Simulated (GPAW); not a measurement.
# SnTe (Fm-3m) in GPAW: settings compared

The runs below take SnTe through band structure, with PBEsol, RPBE.

All numbers are computed with GPAW 26.7.0; they aren't measurements. Logs are shortened: lines on timing, memory, paths and dates and some standing lists are left out, and cuts for length are marked. The log counts tension as positive stress, the text compression.

**The experiment to reproduce.**

From a printed reference work, textbook, for a bulk crystal of SnTe at 300 K: band gap 0.18 eV (direct).

The results are compared with them further down.

## Step 1: The crystal as given

It takes space group Fm-3m (No. 225, cubic). The conventional cell has a = 6.302 Å, b = 6.302 Å, c = 6.302 Å, α = 90.00°, β = 90.00°, γ = 90.00°. Around Te (site symmetry m-3m) lie 6 Sn at 3.15 Å. Sn (site symmetry m-3m) is surrounded by 6 Te at 3.15 Å.

## Step 2: Band structure, PBEsol

run.py

```python
from ase import Atoms
from ase.dft.bandgap import bandgap
from ase.io import write
from ase.units import GPa
from gpaw import GPAW, PW, setup_paths

setup_paths.insert(0, '.')

atoms = Atoms(['Te', 'Sn'],
              cell=[[0.0, 3.15085, 3.15085],
                    [3.15085, 0.0, 3.15085],
                    [3.15085, 3.15085, 0.0]],
              scaled_positions=[[0.5, 0.5, 0.5],
                                [0.0, 0.0, 0.0]],
              pbc=True)

calc = GPAW(mode=PW(600),
            xc='PBEsol',
            kpts={'size': (7, 7, 7), 'gamma': True},
            occupations={'name': 'fermi-dirac', 'width': 0.05},
            nbands=19,
            convergence={'density': 1e-05, 'energy': 1e-05},
            maxiter=150,
            txt='gpaw.txt')
atoms.calc = calc
energy = atoms.get_potential_energy()
forces = atoms.get_forces()
stress = atoms.get_stress()
calc.write('gs.gpw')
write('result.traj', atoms)
print(f'Energy: {energy:.6f} eV')
print('Forces (eV/A):')
print(forces.round(4))
print('Stress (GPa):', (stress / GPa).round(3))
print('Fermi level:', round(calc.get_fermi_level(), 4), 'eV')
print(f'Gap: {bandgap(calc)[0]:.4f} eV, direct: {bandgap(calc, direct=True)[0]:.4f} eV')

path = atoms.cell.bandpath('GXWKGLUWLK,UX', npoints=60, eps=1e-4)
bs_calc = calc.fixed_density(kpts=path, symmetry='off', nbands=32,
                             convergence={'bands': 'CBM+6.0', 'eigenstates': 1e-6}, txt='bands.txt')
bs = bs_calc.band_structure()
bs.write('bs.json')
print(f'Gap on the path: {bandgap(bs_calc)[0]:.4f} eV')
```

Potentials or basis: PAW data sets generated in the run's folder for this functional, pw.

Run with:

```
> gpaw-setup -f PBEsol Sn Te
> OMP_NUM_THREADS=1 python run.py
```

gpaw.txt:

```text
__  _  _
 | _ |_)|_||  |
 |__||  | ||/\| - 26.7.0

Input parameters:
  mode=PW(ecut=600.0),
  convergence={'density': 1e-05, 'energy': 1e-05},
  kpts=MonkhorstPack(size=(7, 7, 7), gamma=True),
  maxiter=150,
  nbands=19,
  occupations=Occupations(name='fermi-dirac', width=0.05),
  xc=XC(name='PBEsol')

Diagonalizing LCAO Hamiltonian
Converting LCAO to pw mode

                 Te

       Sn

Atoms  # Å, Bohr magnetons
|   | symbol |        x |        y |        z |    initial magnetic moments |
|---|--------|----------|----------|----------|-----------------------------|
| 0 |     Te | 3.150850 | 3.150850 | 3.150850 | ( 0.0000,  0.0000,  0.0000) |
| 1 |     Sn | 0.000000 | 0.000000 | 0.000000 | ( 0.0000,  0.0000,  0.0000) |

Unit cell  # Å
| periodic |        x |        y |        z |  lengths |    angles |
|----------|----------|----------|----------|----------|-----------|
|      yes | 0.000000 | 3.150850 | 3.150850 | 4.455975 | 60.000000 |
|      yes | 3.150850 | 0.000000 | 3.150850 | 4.455975 | 60.000000 |
|      yes | 3.150850 | 3.150850 | 0.000000 | 4.455975 | 60.000000 |

Number of symmetries: 48
Symmetry operations  # r_c * U_cc + t_c -> r_c
|    | kind |            matrix            |
|----|------|------------------------------|
|  0 |  σ   |  1, 0, 0,  1, 0,-1,  1,-1, 0 |
|  1 |  C2  |  1, 0, 0,  1,-1, 0,  1, 0,-1 |
|  2 |  E   |  1, 0, 0,  0, 1, 0,  0, 0, 1 |
|  3 |  σ   |  1, 0, 0,  0, 0, 1,  0, 1, 0 |
|  4 |  C4  |  1, 0,-1,  1, 0, 0,  1,-1, 0 |
|  5 |  S6  |  1, 0,-1,  1,-1, 0,  1, 0, 0 |
|  6 |  σ   |  1, 0,-1,  0, 1,-1,  0, 0,-1 |
|  7 |  C3  |  1, 0,-1,  0, 0,-1,  0, 1,-1 |
|  8 |  S6  |  1,-1, 0,  1, 0, 0,  1, 0,-1 |
|  9 |  C4  |  1,-1, 0,  1, 0,-1,  1, 0, 0 |
| 10 |  C3  |  1,-1, 0,  0,-1, 1,  0,-1, 0 |
| 11 |  σ   |  1,-1, 0,  0,-1, 0,  0,-1, 1 |
| 12 |  σ   |  0, 1, 0,  1, 0, 0,  0, 0, 1 |
| 13 |  C4  |  0, 1, 0,  0, 1,-1, -1, 1, 0 |
| 14 |  C3  |  0, 1, 0,  0, 0, 1,  1, 0, 0 |
| 15 |  S6  |  0, 1, 0, -1, 1, 0,  0, 1,-1 |
| 16 |  C2  |  0, 1,-1,  1, 0,-1,  0, 0,-1 |
| 17 |  σ   |  0, 1,-1,  0, 1, 0, -1, 1, 0 |
| 18 |  S4  |  0, 1,-1,  0, 0,-1,  1, 0,-1 |
| 19 |  C4  |  0, 1,-1, -1, 1, 0,  0, 1, 0 |
| 20 |  C3  |  0, 0, 1,  1, 0, 0,  0, 1, 0 |
| 21 |  σ   |  0, 0, 1,  0, 1, 0,  1, 0, 0 |
| 22 |  S6  |  0, 0, 1,  0,-1, 1, -1, 0, 1 |
| 23 |  C4  |  0, 0, 1, -1, 0, 1,  0,-1, 1 |
| 24 |  S4  |  0, 0,-1,  1, 0,-1,  0, 1,-1 |
| 25 |  C3  |  0, 0,-1,  0, 1,-1,  1, 0,-1 |
| 26 |  C2  |  0, 0,-1,  0,-1, 0, -1, 0, 0 |
| 27 |  S6  |  0, 0,-1, -1, 0, 0,  0,-1, 0 |
| 28 |  S4  |  0,-1, 1,  1,-1, 0,  0,-1, 0 |
| 29 |  C4  |  0,-1, 1,  0, 0, 1, -1, 0, 1 |
| 30 |  C2  |  0,-1, 1,  0,-1, 0,  1,-1, 0 |
| 31 |  σ   |  0,-1, 1, -1, 0, 1,  0, 0, 1 |
| 32 |  C3  |  0,-1, 0,  1,-1, 0,  0,-1, 1 |
| 33 |  S6  |  0,-1, 0,  0, 0,-1, -1, 0, 0 |
| 34 |  S4  |  0,-1, 0,  0,-1, 1,  1,-1, 0 |
| 35 |  C2  |  0,-1, 0, -1, 0, 0,  0, 0,-1 |
| 36 |  C2  | -1, 1, 0,  0, 1, 0,  0, 1,-1 |
| 37 |  S6  | -1, 1, 0,  0, 1,-1,  0, 1, 0 |
| 38 |  S4  | -1, 1, 0, -1, 0, 1, -1, 0, 0 |
| 39 |  C3  | -1, 1, 0, -1, 0, 0, -1, 0, 1 |
| 40 |  S6  | -1, 0, 1,  0, 0, 1,  0,-1, 1 |
| 41 |  C2  | -1, 0, 1,  0,-1, 1,  0, 0, 1 |
| 42 |  C3  | -1, 0, 1, -1, 1, 0, -1, 0, 0 |
| 43 |  S4  | -1, 0, 1, -1, 0, 0, -1, 1, 0 |
| 44 |  C2  | -1, 0, 0,  0, 0,-1,  0,-1, 0 |
| 45 |  i   | -1, 0, 0,  0,-1, 0,  0, 0,-1 |
| 46 |  σ   | -1, 0, 0, -1, 1, 0, -1, 0, 1 |
| 47 |  C2  | -1, 0, 0, -1, 0, 1, -1, 1, 0 |

BZ-sampling:
  Number of BZ points: 343
  Number of IBZ points: 20

  Monkhorst-Pack size: [7, 7, 7]
  Monkhorst-Pack shift: [0, 0, 0]

K-points  # in reciprocal-cell coordinates
|     |                                coordinates |     weight |
|-----|--------------------------------------------|------------|
|   0 | (  0.00000000,   0.00000000,   0.00000000) | 0.00291545 |
|   1 | (  0.14285714,   0.14285714,   0.00000000) | 0.01749271 |
|   2 | (  0.14285714,   0.14285714,   0.14285714) | 0.02332362 |
|   3 | (  0.28571429,   0.14285714,   0.14285714) | 0.03498542 |
|   4 | (  0.28571429,   0.28571429,   0.00000000) | 0.01749271 |
|   5 | (  0.28571429,   0.28571429,   0.14285714) | 0.06997085 |
|   6 | (  0.28571429,   0.28571429,   0.28571429) | 0.02332362 |
|   7 | (  0.42857143,  -0.28571429,  -0.28571429) | 0.03498542 |
|   8 | (  0.42857143,   0.28571429,  -0.42857143) | 0.13994169 |
|   9 | (  0.42857143,   0.28571429,  -0.28571429) | 0.06997085 |
| ... |                                            |            |
|  19 | (  0.42857143,   0.42857143,   0.42857143) | 0.02332362 |

Plane wave coefficients: 2106
Cutoff: 600.0 eV

Spin-components: 1 (collinear spins)
Bands:           19
Projectors:      11
Spin-degeneracy: 2
Datatype:        complex128

Parallelization:
  kpt:    1
  domain: 1
  band:   1

Density:
  Valence electrons: 20.0
  Components: 1
  Grid points: [27 27 27]
  Charge: 0.0  # |e|

Potential:
  Grid points: [27 27 27]

species:
  Te:
    name:    Tellurium
    Z:       52.0
    valence: 6
    core:    46
    charge:  0.0  # [|e|]
    compensation charges:
      type: gauss
      rc: 0.36  # [Å]
      lmax: 2
    cutoffs:
      filter: 2.09  # [Å]
      core: 3.17  # [Å]
    projectors
    | kind |    occ | energy [eV] | rcut [Å] |
    |------|--------|-------------|----------|
    |   5s |  2.000 |     -15.132 |    1.180 |
    |   5p |  4.000 |      -5.970 |    1.196 |
    |    s |        |      12.080 |    1.180 |
    |    p |        |      21.241 |    1.196 |
    |    d |        |       0.000 |    1.238 |

    Using partial waves for Te as LCAO basis

  Sn:
    name:    Tin
    Z:       50.0
    valence: 14
    core:    36
    charge:  0.0  # [|e|]
    compensation charges:
      type: gauss
      rc: 0.38  # [Å]
      lmax: 2
    cutoffs:
      filter: 2.23  # [Å]
      core: 2.35  # [Å]
    projectors
    | kind |    occ | energy [eV] | rcut [Å] |
    |------|--------|-------------|----------|
    |   5s |  2.000 |     -10.584 |    1.201 |
    |   5p |  2.000 |      -3.711 |    1.270 |
    |   4d | 10.000 |     -25.798 |    1.185 |
    |    s |        |      16.628 |    1.201 |
    |    p |        |      23.501 |    1.270 |
    |    d |        |       1.413 |    1.185 |

    Using partial waves for Sn as LCAO basis

Reference energy: -352647.811924  # eV

eigensolver:
  PPCG
  Converge bands: occupied
  niter=2

density mixing:
  MSR1-Mixer
  Pratt-step length: 0.05
  Maximum mixing coefficient: 0.75
  Old densities: 10
  SVD Regularization: 0.005
  Good broyden scale: 1.0
  Trust region scale: 1.0
  Backstep threshold: 4.0
  History deletion threshold: 6.0
  Fourier metric: weight=20.0, sigma=0.015

occupation numbers:
  Fermi-Dirac:
    width: 0.0500  # eV

poisson solver:
  ecut: 4800.0  # eV

xc functional:
  name: PBEsol with 2 nearest neighbor stencil

convergence criteria:
- Maximum integral of absolute [dens]ity change: 1e-05 electrons / valence electron
- Maximum [total energy] change in last 3 cyles: 1e-05 eV / valence electron
- Maximum integral of absolute [eigenst]ate change: 4e-08 eV^2 / valence electron
maximum number of iterations: 150

SCF iterations
|iter     | |      energy | eigst |  dens |
|---------|-|-------------|-------|-------|
|iter:   1| |   -8.646464 | -0.14 |       |
|iter:   2| |   -8.641238 | -2.32 | -1.51 |
|iter:   3| |   -8.609163 | -2.82 | -1.55 |
|iter:   4| |   -8.608967 | -3.98 | -2.14 |
|iter:   5| |   -8.609023c| -4.94 | -2.67 |
|iter:   6| |   -8.609027c| -6.38 | -3.32 |
|iter:   7| |   -8.609027c| -7.71c| -4.23 |
|iter:   8| |   -8.609027c| -7.89c| -4.82 |
|iter:   9| |   -8.609027c| -8.27c| -5.93c|

Converged in 9 steps
Energy contributions relative to reference atoms: (reference = -352647.811924)

Energy contributions:
  Kinetic:          11.291477
  Coulomb:         -11.769907
  Zero:              0.125837
  External:          0.000000
  Xc:               -8.256398
  Entropy:          -0.000072
  Spinorbit:         0.000000
  ----------------------------
  Free energy:      -8.609063
  Extrapolated:     -8.609027

dipole moment: (-21.420449, -21.420449, -21.420449)  # |e|*Ang

Fermi level: 6.343
Eigenvalues  # (at kpt = [0.000, 0.000, 0.000])
| band index |      eig [eV] | occ [0-2] |
|------------|---------------|-----------|
|          0 |       -15.484 |     2.000 |
|        ... |               |           |
|          2 |       -15.475 |     2.000 |
|          3 |       -15.475 |     2.000 |
|          4 |       -15.475 |     2.000 |
|          5 |        -6.506 |     2.000 |
|          6 |         1.607 |     2.000 |
|          7 |         4.161 |     2.000 |
[... 9 lines left out ...]
|         17 |        13.227 |     0.000 |
|         18 |        13.227 |     0.000 |

Gap: 0.664 eV
Transition (v -> c):
  (s=0, k=19, n=9, [0.43, 0.43, 0.43]) -> (s=0, k=19, n=10, [0.43, 0.43, 0.43])
No difference between direct/indirect transitions

Forces  # eV/Ang
|       x |        y |       z |
|---------|----------|---------|
| 0.00000 |  0.00000 | 0.00000 |  # Te   0
| 0.00000 | -0.00000 | 0.00000 |  # Sn   1

Stress tensor  # eV/Ang^3
|         x |        y |         z |
|-----------|----------|-----------|
|  0.004070 | 0.000000 | -0.000000 |
|  0.000000 | 0.004070 |  0.000000 |
| -0.000000 | 0.000000 |  0.004070 |

# Writing to gs.gpw (mode='')
```

Wall time 69 s (1 thread of Arm Neoverse V1, shared host); peak memory 0.31 GiB.

What came out:

| Item | Value |
| --- | --- |
| Free energy | -8.6091 eV |
| Pressure | -0.7 GPa |
| Band gap along the path | 0.15 eV, direct |

Levels at the corners of the path, in eV from the Fermi level:
| point | band 8 | band 9 | band 10 | band 11 | band 12 | band 13 |
| --- | --- | --- | --- | --- | --- | --- |
| Γ | -2.18 | -2.18 | -2.18 | 3.29 | 3.29 | 3.29 |
| X | -5.64 | -3.79 | -3.79 | 2.07 | 4.86 | 4.86 |
| W | -4.89 | -4.89 | -0.86 | 0.78 | 4.54 | 4.54 |
| K | -5.24 | -3.30 | -2.77 | 2.98 | 3.01 | 4.11 |
| Γ | -2.18 | -2.18 | -2.18 | 3.29 | 3.29 | 3.29 |
| L | -1.84 | -1.84 | -0.09 | 0.06 | 0.31 | 0.31 |
| U | -5.24 | -3.30 | -2.77 | 2.98 | 3.01 | 4.11 |
| W | -4.89 | -4.89 | -0.86 | 0.78 | 4.54 | 4.54 |
| L | -1.84 | -1.84 | -0.09 | 0.06 | 0.31 | 0.31 |
| K | -5.24 | -3.30 | -2.77 | 2.98 | 3.01 | 4.11 |
| U | -5.24 | -3.30 | -2.77 | 2.98 | 3.01 | 4.11 |
| X | -5.64 | -3.79 | -3.79 | 2.07 | 4.86 | 4.86 |

Caveat: this odd mesh misses L, where the gap lies, so gap, dielectric constants and Born charges aren't listed; spin-orbit coupling is left out, which moves the levels of the heavy elements.

## Step 3: Band structure, PBEsol, spin-orbit coupling, no magnetisation

run.py

```python
import numpy as np
from ase.dft.bandgap import bandgap
from ase.io import read, write
from ase.units import Bohr, GPa
from gpaw import GPAW, PW, setup_paths
from gpaw.elf import elf_from_dft_calculation
from gpaw.spinorbit import soc_eigenstates

setup_paths.insert(0, '.')

atoms = read('SnTe.xyz')

calc = GPAW(mode=PW(600),
            xc='PBEsol',
            kpts={'size': (5, 5, 5), 'gamma': True},
            occupations={'name': 'fermi-dirac', 'width': 0.05},
            nbands=19,
            convergence={'density': 1e-05, 'energy': 1e-05},
            maxiter=150,
            txt='gpaw.txt')
atoms.calc = calc
energy = atoms.get_potential_energy()
forces = atoms.get_forces()
stress = atoms.get_stress()
calc.write('gs.gpw')
write('result.traj', atoms)
print(f'Energy: {energy:.6f} eV')
print('Forces (eV/A):')
print(forces.round(4))
print('Stress (GPa):', (stress / GPa).round(3))
print('Fermi level:', round(calc.get_fermi_level(), 4), 'eV')
print(f'Gap: {bandgap(calc)[0]:.4f} eV, direct: {bandgap(calc, direct=True)[0]:.4f} eV')

# fields on the real-space grid
write('density.cube', atoms, data=calc.get_pseudo_density() * Bohr**3)
write('potential.cube', atoms, data=calc.get_electrostatic_potential())
write('elf.cube', atoms, data=elf_from_dft_calculation(calc).data)

path = atoms.cell.bandpath('GXWKGLUWLK,UX', npoints=80, eps=1e-4)
bs_calc = calc.fixed_density(kpts=path, symmetry='off', nbands=32,
                             convergence={'bands': 'CBM+6.0', 'eigenstates': 1e-6}, txt='bands.txt')
bs = bs_calc.band_structure()
bs.write('bs.json')
print(f'Gap on the path: {bandgap(bs_calc)[0]:.4f} eV')

soc = soc_eigenstates(bs_calc, theta=90, phi=45)
np.savetxt('soc_bands.dat', soc.eigenvalues(), fmt='%.4f')
mesh = soc_eigenstates('gs.gpw', theta=90, phi=45)
np.savetxt('soc_mesh.dat', mesh.eigenvalues(), fmt='%.4f')
print('Fermi level with spin-orbit coupling:', round(mesh.fermi_level, 4), 'eV')
```

SnTe.xyz

```xyz
2
Lattice="0.0000000000 3.1508500000 3.1508500000 3.1508500000 0.0000000000 3.1508500000 3.1508500000 3.1508500000 0.0000000000" Properties=species:S:1:pos:R:3 pbc="T T T"
Te     3.1508500000      3.1508500000      3.1508500000
Sn     0.0000000000      0.0000000000      0.0000000000
```

Potentials or basis: PAW data sets generated in the run's folder for this functional, pw.

Run with:

```
> gpaw-setup -f PBEsol Sn Te
> OMP_NUM_THREADS=1 python run.py
```

It took 81 s on 1 thread of Arm Neoverse V1, shared host; peak memory 0.35 GiB.

It converged, with:

| Item | Value |
| --- | --- |
| Free energy | -8.6105 eV |
| Pressure | -0.7 GPa |
| Band gap along the path | 0.27 eV, indirect (least direct gap 0.34 eV) |

Levels at the corners of the path, in eV from the Fermi level:
```csv
point,band 17,band 18,band 19,band 20,band 21,band 22,band 23,band 24
Γ,-1.82,-1.82,-1.82,-1.82,2.70,2.70,3.65,3.65
X,-3.99,-3.99,-3.50,-3.50,2.13,2.13,4.49,4.49
W,-4.76,-4.76,-0.81,-0.81,0.82,0.82,4.47,4.47
K,-3.33,-3.33,-2.65,-2.65,2.78,2.78,3.28,3.28
Γ,-1.82,-1.82,-1.82,-1.82,2.70,2.70,3.65,3.65
L,-1.49,-1.49,-0.18,-0.18,0.16,0.16,0.29,0.29
U,-3.33,-3.33,-2.65,-2.65,2.78,2.78,3.28,3.28
W,-4.76,-4.76,-0.81,-0.81,0.82,0.82,4.47,4.47
L,-1.49,-1.49,-0.18,-0.18,0.16,0.16,0.29,0.29
K,-3.33,-3.33,-2.65,-2.65,2.78,2.78,3.28,3.28
U,-3.33,-3.33,-2.65,-2.65,2.78,2.78,3.28,3.28
X,-3.99,-3.99,-3.50,-3.50,2.13,2.13,4.49,4.49
```

Caveat: this odd mesh misses L, where the gap lies, so gap, dielectric constants and Born charges aren't listed; spin-orbit coupling was added after a scalar SCF, so levels and gaps hold it while energy, forces, pressure and moments don't; this program's spin-orbit splittings come out too wide for heavy elements.

## Step 4: Band structure, RPBE

run.py

```python
from ase.dft.bandgap import bandgap
from ase.io import read, write
from ase.units import GPa
from gpaw import GPAW, PW

atoms = read('SnTe.xyz')

calc = GPAW(mode=PW(600),
            xc='RPBE',
            kpts={'size': (7, 7, 7), 'gamma': True},
            occupations={'name': 'fermi-dirac', 'width': 0.05},
            nbands=19,
            convergence={'density': 1e-05, 'energy': 1e-05},
            maxiter=150,
            txt='gpaw.txt')
atoms.calc = calc
energy = atoms.get_potential_energy()
forces = atoms.get_forces()
stress = atoms.get_stress()
calc.write('gs.gpw')
write('result.traj', atoms)
print(f'Energy: {energy:.6f} eV')
print('Forces (eV/A):')
print(forces.round(4))
print('Stress (GPa):', (stress / GPa).round(3))
print('Fermi level:', round(calc.get_fermi_level(), 4), 'eV')
print(f'Gap: {bandgap(calc)[0]:.4f} eV, direct: {bandgap(calc, direct=True)[0]:.4f} eV')

path = atoms.cell.bandpath('GXWKGLUWLK,UX', npoints=60, eps=1e-4)
bs_calc = calc.fixed_density(kpts=path, symmetry='off', nbands=32,
                             convergence={'bands': 'CBM+6.0', 'eigenstates': 1e-6}, txt='bands.txt')
bs = bs_calc.band_structure()
bs.write('bs.json')
print(f'Gap on the path: {bandgap(bs_calc)[0]:.4f} eV')
```

SnTe.xyz is that of step 3.

Potentials or basis: the program's PAW data sets (release 1.2.1) made for this functional, pw.

Run with:

```
> OMP_NUM_THREADS=1 python run.py
```

Run time: 67 s. Hardware: 1 thread of Arm Neoverse V1, shared host; peak memory 0.3 GiB.

The run converged. Its results:

| Property | Result |
| --- | --- |
| Free energy | -7.0839 eV |
| Pressure | 3.4 GPa |
| Band gap along the path | 0.08 eV, direct |

Levels at the corners of the path, in eV from the Fermi level:
```tsv
point	band 6	band 7	band 8	band 9	band 10	band 11	band 12	band 13	band 14	band 15
Γ	-12.88	-4.70	-2.27	-2.27	-2.27	3.27	3.27	3.27	4.67	4.67
X	-11.30	-6.52	-5.68	-3.87	-3.87	2.11	4.84	4.84	6.32	8.98
W	-11.21	-7.43	-4.94	-4.94	-0.94	0.76	4.55	4.55	5.99	5.99
K	-11.26	-7.49	-5.29	-3.37	-2.81	2.92	3.01	4.13	5.49	8.05
Γ	-12.88	-4.70	-2.27	-2.27	-2.27	3.27	3.27	3.27	4.67	4.67
L	-11.60	-8.40	-1.94	-1.94	-0.05	0.04	0.27	0.27	7.74	8.76
U	-11.26	-7.49	-5.29	-3.37	-2.81	2.92	3.01	4.13	5.49	8.05
W	-11.21	-7.43	-4.94	-4.94	-0.94	0.76	4.55	4.55	5.99	5.99
L	-11.60	-8.40	-1.94	-1.94	-0.05	0.04	0.27	0.27	7.74	8.76
K	-11.26	-7.49	-5.29	-3.37	-2.81	2.92	3.01	4.13	5.49	8.05
U	-11.26	-7.49	-5.29	-3.37	-2.81	2.92	3.01	4.13	5.49	8.05
X	-11.30	-6.52	-5.68	-3.87	-3.87	2.11	4.84	4.84	6.32	8.98
```

Caveat: this odd mesh misses L, where the gap lies, so gap, dielectric constants and Born charges aren't listed; spin-orbit coupling is left out, which moves the levels of the heavy elements.

## Step 5: Overview

```tsv
level	potentials or basis	spin	k mesh	band points	spin axis theta (degrees)	spin axis phi (degrees)	soc after scf	pressure (GPa)
PBEsol	PAW data sets generated in the run's folder for this functional, pw	off	7 × 7 × 7	60	-	-	-	-0.7
PBEsol	PAW data sets generated in the run's folder for this functional, pw	SOC, no magnetisation	5 × 5 × 5	80	90	45	second variation	-0.7
RPBE	the program's PAW data sets (release 1.2.1) made for this functional, pw	off	7 × 7 × 7	60	-	-	-	3.4
```

Alike in all rows: task band structure; cell as given; cutoff (eV) 600; smearing fermi-dirac 0.05 eV.

Caveats: spin-orbit coupling is left out, which moves the levels of the heavy elements (some runs); spin-orbit coupling was added after a scalar SCF, so levels and gaps hold it while energy, forces, pressure and moments don't (some runs); this program's spin-orbit splittings come out too wide for heavy elements (some runs).

Absolute energies hang on the potentials; compare differences alone.

## Step 6: Comparison with measurements

Step 2. Against the measured gap of SnTe, 0.18 eV (direct; 300 K; a printed reference work, textbook), the calculated 0.15 eV is off by -0.03 eV. Spin-orbit coupling on Sn, Te is left out. The value is that of PBEsol, without temperature or zero-point motion. Semilocal functionals fall short of measured gaps as a rule.

Step 3. Against the measured direct gap of SnTe, 0.18 eV (direct; 300 K; a printed reference work, textbook), the calculated 0.34 eV is off by +0.16 eV. The value is that of PBEsol, without temperature or zero-point motion.

Step 4. A measured gap of SnTe is 0.18 eV (direct; 300 K; a printed reference work, textbook); the calculated 0.08 eV misses it by -0.10 eV. Spin-orbit coupling on Sn, Te is left out. The value is that of RPBE, without temperature or zero-point motion. Semilocal functionals fall short of measured gaps as a rule.
